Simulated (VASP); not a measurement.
# CoO (P3m1) in VASP: further runs

One crystal, CoO, is run at these levels: PBE; tasks: single point.

Program: VASP 6.6.1. These are calculated values, not measurements. Logs are shortened: lines on timing, memory, paths and dates and some standing lists are left out, and cuts for length are marked.

## (1) Starting point

Symmetry: P6_3mc, No. 186, hexagonal system. Conventional cell: a = 3.198 Å, b = 3.198 Å, c = 5.229 Å, α = 90.00°, β = 90.00°, γ = 120.00°. Around Co (site symmetry 3m) lie 4 O at 1.93 to 1.97 Å. O (site symmetry 3m) has 4 Co at 1.93 to 1.97 Å as nearest neighbours.

Measurements of this composition are mostly on another form, of space group No. 225.

## (2) Single point, PBE, collinear spin, ferromagnetic start

Contents of INCAR:

```
PREC = Accurate
ENCUT = 400
EDIFF = 1E-6
ISMEAR = 0
SIGMA = 0.05
LREAL = F
LASPH = T
NELM = 100
ALGO = Normal
ISIF = 2
LWAVE = F
LCHARG = F
ISPIN = 2
MAGMOM = 2 2 0 0
LORBIT = 11
LMAXMIX = 4
GGA = PE
NBANDS = 27
ADDGRID = F
```

Contents of KPOINTS:

```
Automatic mesh
0
Gamma
  6 6 3
```

Contents of POSCAR:

```
CoO
1.0
    3.1976457435      0.0000000000      0.0000000000
   -1.5988228718      2.7692424462      0.0000000000
    0.0000000000      0.0000000000      5.2287097100
Co O
2 2
Direct
    0.3365030000      0.6381030000      0.5003980000
    0.0481210000      0.0161470000     -0.0014250000
    0.3062570000      0.6452830000      0.8672390000
    0.0541720000      0.0112240000      0.3867870000
```

Potentials or basis: VASP PAW PBE potentials, release 64 (Co, O).

Command:

```sh
> cat potpaw_PBE.64/Co/POTCAR potpaw_PBE.64/O/POTCAR > POTCAR
> mpirun -np 1 vasp_std > vasp.out
```

OUTCAR:

```text
PREC = Accurate
   ENCUT = 400
   EDIFF = 1E-6
   ISMEAR = 0
   LREAL = F
   LASPH = T
   NELM = 100
   ISIF = 2
   ISPIN = 2
   LORBIT = 11
   GGA = PE

 Found     56 irreducible k-points:

 Following reciprocal coordinates:
            Coordinates               Weight
  0.000000  0.000000  0.000000      1.000000
  0.166667  0.000000  0.000000      2.000000
  0.000000  0.166667  0.000000      2.000000
 -0.166667  0.166667  0.000000      2.000000
  0.333333  0.000000  0.000000      2.000000
  0.000000  0.333333  0.000000      2.000000
   k-points           NKPTS =     56   k-points in BZ     NKDIM =     56   number of bands    NBANDS=     27
   number of dos      NEDOS =    301   number of ions     NIONS =      4
   total plane-waves  NPLWV =  20736
   dimension x,y,z NGX =    24 NGY =   24 NGZ =   36
   dimension x,y,z NGXF=    48 NGYF=   48 NGZF=   72
   ions per type =               2   2
   NGX,Y,Z   is equivalent  to a cutoff of  12.48, 12.48, 11.45 a.u.
   NGXF,Y,Z  is equivalent  to a cutoff of  24.96, 24.96, 22.89 a.u.
 SYSTEM =  unknown system
   PREC   = accura    normal or accurate (medium, high low for compatibility)
   ISTART =      0    job   : 0-new  1-cont  2-samecut
   ICHARG =      2    charge: 1-file 2-atom 10-const
   ISPIN  =      2    spin polarized calculation?
   LNONCOLLINEAR =      F non collinear calculations
   LSORBIT =      F    spin-orbit coupling
   LASPH  =      T    aspherical Exc in radial PAW
   ENCUT  =  400.0 eV  29.40 Ry    5.42 a.u.   5.21  5.21  8.53*2*pi/ulx,y,z
   NELM   =    100;   NELMIN=  2; NELMDL= -5     # of ELM steps
   EDIFF  = 0.1E-05   stopping-criterion for ELM
   LREAL  =      F    real-space projection
   EDIFFG = 0.1E-04   stopping-criterion for IOM
   NSW    =      0    number of steps for IOM
   IBRION =     -1    ionic relax: 0-MD 1-quasi-New 2-CG
   NFREE  =      0    steps in history (QN), initial steepest desc. (CG)
   ISIF   =      2    stress and relaxation
   ISYM   =      2    0-nonsym 1-usesym 2-fastsym
   POTIM  = 0.5000    time-step for ionic-motion
   TEBEG  =    0.0;   TEEND  =   0.0 temperature during run
   PSTRESS=    0.0 pullay stress
   NELECT =      30.0000    total number of electrons
   NUPDOWN=      -1.0000    fix difference up-down
   EMIN   =  10.00;   EMAX   =-10.00  energy-range for DOS
   EFERMI =   0.00;   METHOD = LEGACY
   ISMEAR =     0;   SIGMA  =   0.05  broadening in eV -4-tet -1-fermi 0-gaus
   EFERMI_NEDOS =   21; number of points for ismear=-14 and -15
   IALGO  =     38    algorithm
   IMIX   =      4    mixing-type and parameters
     AMIX     =   0.40;   BMIX     =  1.00
     AMIX_MAG =   1.60;   BMIX_MAG =  1.00
  volume/ion in A,a.u.               =      11.58        78.11
  Fermi-wavevector in a.u.,A,eV,Ry     =   1.416620  2.677023 27.304329  2.006812
  Thomas-Fermi vector in A             =   2.537935
   LORBIT       =     11    0 simple, 1 ext, 2 COOP (PROOUT), +10 PAW based schemes
   GGA     = PE    functional components
   LHFCALC =     F    Hartree Fock is set to
   AEXX    =    0.0000 exact exchange contribution
   IVDW    =     0    specifies the selected vdW correction
   LEPSILON=     F    determine dielectric tensor
   LRPA    =     F    only Hartree local field effects (RPA)
 spin polarized calculation
 Gauss-broadening in eV      SIGMA  =   0.05
  energy-cutoff  :      400.00
  volume of cell :       46.30
 maximum number of plane-waves:       852
 NGX is ok and might be reduce to    24
   NGX = 11   NGY = 11   NGZ = 17

 number of electron      30.0000002 magnetization       5.6568871

 Free energy of the ion-electron system (eV)
  ---------------------------------------------------
  ext. energy  EPLUGINS =         0.00000000
  ---------------------------------------------------
  free energy    TOTEN  =       -26.45448574 eV

  energy without entropy =      -26.45157461  energy(sigma->0) =      -26.45303017

 E-fermi :   5.9209     XC(G=0): -11.1239

 val. band max:        5.9009385424   @ k =  -0.1667   0.3333   0.0000
 cond. band min:       5.9228423782   @ k =   0.0000   0.0000   0.0000
 fundamental gap:      0.0219038358
 Fermi energy:         5.9208889459

 spin component 1

 k-point     1 :       0.0000    0.0000    0.0000
  band No.  band energies     occupation
      1     -14.0950      1.00000
      2     -13.4738      1.00000
      3      -1.0948      1.00000
      4      -0.4537      1.00000
      5      -0.2623      1.00000
      6      -0.0878      1.00000
[... 19 lines left out ...]
     26      21.6267      0.00000
     27      22.1570      0.00000
[... 127 lines left out ...]
      5      -0.1981      1.00000
      6       0.2643      1.00000
[... 19 lines left out ...]
     26      20.3492      0.00000
     27      22.4191      0.00000

 [... further k-points ...]

 spin component 2

 k-point     1 :       0.0000    0.0000    0.0000
  band No.  band energies     occupation
      1     -13.5583      1.00000
      2     -12.9048      1.00000
      3      -0.5621      1.00000
      4       0.6953      1.00000
      5       0.9198      1.00000
      6       0.9703      1.00000
[... 19 lines left out ...]
     26      22.0870      0.00000
     27      23.1178      0.00000
[... 127 lines left out ...]
      5       0.4113      1.00000
      6       1.2850      1.00000
[... 19 lines left out ...]
     26      20.9953      0.00000
     27      23.1446      0.00000

 [... further k-points ...]

------------------------ aborting loop because EDIFF is reached ----------------------------------------

  FORCE on cell =-STRESS in cart. coord.  units (eV):
  Direction    XX          YY          ZZ          XY          YZ          ZX
  --------------------------------------------------------------------------------------
  -------------------------------------------------------------------------------------
  Total       -1.9206584      0.8720200     -0.6849170     -1.5585622      0.3509025     -0.1368526
  in kB      -66.4622208     30.1752701    -23.7007816    -53.9322902     12.1425871     -4.7356294
  external PRESSURE =     -19.9959108 kB  Pullay stress =       0.0000000 kB

 VOLUME and BASIS-vectors are now :
 -----------------------------------------------------------------------------
  energy-cutoff  :      400.00
  volume of cell :       46.30
      direct lattice vectors                 reciprocal lattice vectors
     3.197645743  0.000000000  0.000000000     0.312730077  0.180554794  0.000000000
    -1.598822872  2.769242446  0.000000000     0.000000000  0.361109588  0.000000000
     0.000000000  0.000000000  5.228709710     0.000000000  0.000000000  0.191251773

 POSITION                                       TOTAL-FORCE (eV/Angst)
 -----------------------------------------------------------------------------------
      0.05580      1.76706      2.61644         0.415254      0.821290     -0.064499
      0.12806      0.04471      5.22126        -0.532058     -0.291363      0.497854
     -0.05239      1.78695      4.53454         0.616636      0.359210      0.348163
      0.15528      0.03108      2.02240        -0.499832     -0.889136     -0.781518
 -----------------------------------------------------------------------------------
    total drift:                               -0.000073      0.000249     -0.000315

  FREE ENERGIE OF THE ION-ELECTRON SYSTEM (eV)
  ---------------------------------------------------
  free  energy   TOTEN  =       -26.4544857386 eV

  energy  without entropy=      -26.4515746070  energy(sigma->0) =      -26.45303017

 total charge

# of ion       s       p       d       tot
------------------------------------------
    1        0.367   0.475   7.211   8.053
    2        0.344   0.423   7.200   7.967
    3        1.578   3.462   0.000   5.041
    4        1.578   3.458   0.000   5.036
--------------------------------------------------
tot          3.867   7.817  14.411  26.096

 magnetization (x)

# of ion       s       p       d       tot
------------------------------------------
    1        0.020   0.059   2.349   2.427
    2        0.023   0.050   2.347   2.420
    3        0.021   0.290   0.000   0.311
    4        0.021   0.274   0.000   0.295
--------------------------------------------------
tot          0.085   0.673   4.696   5.454
```

Wall time 46 s (1 thread of Intel Xeon 6975P-C (Granite Rapids), shared host); peak memory 0.21 GiB.

These settings aren't checked as converged: the numbers below hold their error.

What came out:

```yaml
Free_energy: -26.4545 eV
Largest_force: 1.285 eV/Å
Band_gap_on_the_k_mesh: none (metal or under the smearing width)
Net_moment: 5.66 μB per cell
Site_moments: Co +2.43, +2.42; O +0.31, +0.29 μB
Valence_electrons_inside_the_program's_atomic_spheres: Co 8.05, 7.97; O 5.04
```

Caveat: the k mesh is coarse (spacing up to 0.40 Å⁻¹), so the values aren't converged; the cutoff is under 1.25 times the usual one of these potentials, so pressure, stress and relaxed cells hold a basis-set (Pulay) error; semilocal functionals often make such compounds metallic where correlation or magnetic order opens a gap, which also shifts bond lengths.

## (3) Single point, PBE, collinear spin, ferromagnetic start

Changes to INCAR since step 2:

```diff
@@ -1,3 +1,3 @@
 PREC = Accurate
-ENCUT = 400
+ENCUT = 550
 EDIFF = 1E-6
```

Contents of KPOINTS:

```
Automatic mesh
0
Gamma
  5 5 3
```

Contents of POSCAR:

```
CoO
1.0
    3.1976457435      0.0000000000      0.0000000000
   -1.5988228718      2.7692424462      0.0000000000
    0.0000000000      0.0000000000      5.2287097100
Co O
2 2
Direct
    0.3333333333      0.6666666667      0.5033624100
    0.0000000000      0.0000000000      0.0034741400
    0.3333333333      0.6666666667      0.8715556000
    0.0000000000      0.0000000000      0.3716088500
```

Potentials or basis: VASP PAW PBE potentials, release 64 (Co, O).

Command:

```sh
> cat potpaw_PBE.64/Co/POTCAR potpaw_PBE.64/O/POTCAR > POTCAR
> mpirun -np 1 vasp_std > vasp.out
```

OUTCAR:

```text
PREC = Accurate
   ENCUT = 550
   EDIFF = 1E-6
   ISMEAR = 0
   LREAL = F
   LASPH = T
   NELM = 100
   ISIF = 2
   ISPIN = 2
   LORBIT = 11
   GGA = PE

 Found     12 irreducible k-points:

 Following reciprocal coordinates:
            Coordinates               Weight
  0.000000  0.000000  0.000000      1.000000
  0.200000  0.000000  0.000000      6.000000
  0.400000  0.000000  0.000000      6.000000
  0.200000  0.200000  0.000000      6.000000
  0.400000  0.200000  0.000000      6.000000
  0.000000  0.000000  0.333333      2.000000
   k-points           NKPTS =     12   k-points in BZ     NKDIM =     12   number of bands    NBANDS=     27
   number of dos      NEDOS =    301   number of ions     NIONS =      4
   total plane-waves  NPLWV =  23040
   dimension x,y,z NGX =    24 NGY =   24 NGZ =   40
   dimension x,y,z NGXF=    48 NGYF=   48 NGZF=   80
   ions per type =               2   2
   NGX,Y,Z   is equivalent  to a cutoff of  12.48, 12.48, 12.72 a.u.
   NGXF,Y,Z  is equivalent  to a cutoff of  24.96, 24.96, 25.44 a.u.
 SYSTEM =  unknown system
   PREC   = accura    normal or accurate (medium, high low for compatibility)
   ISTART =      0    job   : 0-new  1-cont  2-samecut
   ICHARG =      2    charge: 1-file 2-atom 10-const
   ISPIN  =      2    spin polarized calculation?
   LNONCOLLINEAR =      F non collinear calculations
   LSORBIT =      F    spin-orbit coupling
   LASPH  =      T    aspherical Exc in radial PAW
   ENCUT  =  550.0 eV  40.42 Ry    6.36 a.u.   6.11  6.11 10.00*2*pi/ulx,y,z
   NELM   =    100;   NELMIN=  2; NELMDL= -5     # of ELM steps
   EDIFF  = 0.1E-05   stopping-criterion for ELM
   LREAL  =      F    real-space projection
   EDIFFG = 0.1E-04   stopping-criterion for IOM
   NSW    =      0    number of steps for IOM
   IBRION =     -1    ionic relax: 0-MD 1-quasi-New 2-CG
   NFREE  =      0    steps in history (QN), initial steepest desc. (CG)
   ISIF   =      2    stress and relaxation
   ISYM   =      2    0-nonsym 1-usesym 2-fastsym
   POTIM  = 0.5000    time-step for ionic-motion
   TEBEG  =    0.0;   TEEND  =   0.0 temperature during run
   PSTRESS=    0.0 pullay stress
   NELECT =      30.0000    total number of electrons
   NUPDOWN=      -1.0000    fix difference up-down
[... 39 lines left out ...]
 cond. band min:       6.1248635468   @ k =   0.4000   0.2000   0.3333
 fundamental gap:      0.1209101013
 Fermi energy:         6.0123493966

 spin component 1

 k-point     1 :       0.0000    0.0000    0.0000
  band No.  band energies     occupation
      1     -13.9727      1.00000
      2     -13.3432      1.00000
      3      -1.0001      1.00000
      4      -0.2257      1.00000
      5      -0.0578      1.00000
      6      -0.0578      1.00000
[... 169 lines left out ...]
     26      20.0912      0.00000
     27      23.3456      0.00000

 [... further k-points ...]

 spin component 2

 k-point     1 :       0.0000    0.0000    0.0000
  band No.  band energies     occupation
      1     -13.4052      1.00000
      2     -12.7422      1.00000
      3      -0.4565      1.00000
      4       1.0925      1.00000
      5       1.2388      1.00000
      6       1.2388      1.00000
[... 169 lines left out ...]
     26      20.6736      0.00000
     27      24.0490      0.00000

 [... further k-points ...]

------------------------ aborting loop because EDIFF is reached ----------------------------------------

  FORCE on cell =-STRESS in cart. coord.  units (eV):
  Direction    XX          YY          ZZ          XY          YZ          ZX
  --------------------------------------------------------------------------------------
  -------------------------------------------------------------------------------------
  Total        0.0494352      0.0494352      1.1189759     -0.0000000      0.0000000      0.0000000
  in kB        1.7106504      1.7106504     38.7209021     -0.0000000      0.0000000      0.0000000
  external PRESSURE =      14.0474010 kB  Pullay stress =       0.0000000 kB

 VOLUME and BASIS-vectors are now :
 -----------------------------------------------------------------------------
  energy-cutoff  :      550.00
  volume of cell :       46.30
      direct lattice vectors                 reciprocal lattice vectors
     3.197645743  0.000000000  0.000000000     0.312730077  0.180554794  0.000000000
    -1.598822872  2.769242446  0.000000000     0.000000000  0.361109588  0.000000000
     0.000000000  0.000000000  5.228709710     0.000000000  0.000000000  0.191251773

 POSITION                                       TOTAL-FORCE (eV/Angst)
 -----------------------------------------------------------------------------------
     -0.00000      1.84616      2.63194         0.000000     -0.000000     -0.288025
      0.00000      0.00000      0.01817         0.000000     -0.000000     -0.295399
     -0.00000      1.84616      4.55711        -0.000000      0.000000      0.292390
      0.00000      0.00000      1.94303         0.000000     -0.000000      0.291033
 -----------------------------------------------------------------------------------
    total drift:                               -0.000000     -0.000001     -0.000692

  FREE ENERGIE OF THE ION-ELECTRON SYSTEM (eV)
  ---------------------------------------------------
  free  energy   TOTEN  =       -26.6269441094 eV

  energy  without entropy=      -26.6248429887  energy(sigma->0) =      -26.62589355

 total charge

# of ion       s       p       d       tot
------------------------------------------
    1        0.348   0.434   7.190   7.973
    2        0.348   0.434   7.190   7.972
    3        1.549   3.448   0.000   4.997
    4        1.549   3.448   0.000   4.997
--------------------------------------------------
tot          3.794   7.765  14.380  25.938

 magnetization (x)

# of ion       s       p       d       tot
------------------------------------------
    1        0.016   0.060   2.436   2.512
    2        0.016   0.060   2.436   2.512
    3        0.022   0.298   0.000   0.320
    4        0.022   0.298   0.000   0.320
--------------------------------------------------
tot          0.076   0.717   4.872   5.665
```

Run time: 17 s. Hardware: 1 thread of Intel Xeon 6975P-C (Granite Rapids), shared host; peak memory 0.18 GiB.

The run converged, but some of its settings lie outside the range that counts as converged, so its numbers aren't taken as properties of the crystal.

What came out:

- Free energy: -26.6269 eV
- Pressure: 1.4 GPa
- Largest force: 0.295 eV/Å
- Band gap on the k mesh: none (metal or under the smearing width)
- Net moment: 5.90 μB per cell
- Site moments: Co +2.51; O +0.32 μB
- Valence electrons inside the program's atomic spheres: Co 7.97; O 5.00

Caveat: the k mesh is coarse (spacing up to 0.45 Å⁻¹), so the values aren't converged; semilocal functionals often make such compounds metallic where correlation or magnetic order opens a gap, which also shifts bond lengths.

## (4) The reference run

An earlier run on the cell as given: functional PBE; potentials or basis VASP PAW PBE potentials, release 64 (Co, O); cutoff 520 eV; k mesh 10 × 10 × 5; occupations fermi-dirac, width 0.05 eV; collinear spin, ferromagnetic start; starting moments [2.0, 2.0, 0.0, 0.0] μB.

* Pressure: 1.4 GPa
* Largest force: 0.310 eV/Å
* Band gap on the k mesh: none (metal or under the smearing width)
* Net moment: 5.85 μB per cell
* Site moments: Co +2.50; O +0.31 μB
* Valence electrons inside the program's atomic spheres: Co 7.97; O 5.00
